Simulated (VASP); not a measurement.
The system is TiC.

```
CELL_PARAMETERS angstrom
3.04209 0.00000 0.00000
-1.52104 2.63452 0.00000
0.00000 0.00000 2.69797
ATOMIC_POSITIONS crystal
Ti 0.00000 0.00000 0.50000
C 0.33333 0.66667 0.00000
```

The cell was built by a generator and needn't be a form met in nature.

```yaml
Program: VASP 6.6.1
Task: relaxation of cell and atoms
Functional: AM05
Potentials_or_basis: VASP PAW PBE potentials, release 64 (Ti_sv, C)
Cutoff: 600 eV
k_mesh: 10 × 10 × 10
Occupations: fermi-dirac, width 0.05 eV
Spin: no spin polarisation
```

At the start: pressure -6.6 GPa; volume 10.81 Å³/atom.

Question: How do energy, volume and symmetry change on relaxing?

Answer: Over 6 steps the energy falls by 6.9 meV/atom and the volume is 10.48 Å³/atom (-3.1 %); space group P-6m2 (No. 187, to 0.05 Å).

The path:
```tsv
step	energy change (eV)	largest force (eV/Å)	pressure (GPa)	volume (Å³)
1	0.0000	0.0001	-6.60	21.62
2	0.0058	0.0000	8.66	20.26
3	-0.0137	0.0001	-0.08	20.99
4	-0.0137	0.0001	0.01	20.98
5	-0.0138	0.0000	0.01	20.97
6	-0.0138	0.0000	0.02	20.95
```

Final structure:
```
Ti C
1.0
     3.00699   -0.00001    0.00000
    -1.50349    2.60412    0.00000
     0.00000    0.00000    2.67598
Ti C
1 1
Direct
  0.00000 0.00000 0.50000
  0.33333 0.66667 0.00000
```

Caveat: the PAW data sets were made with another functional, which shifts forces and pressure a little.
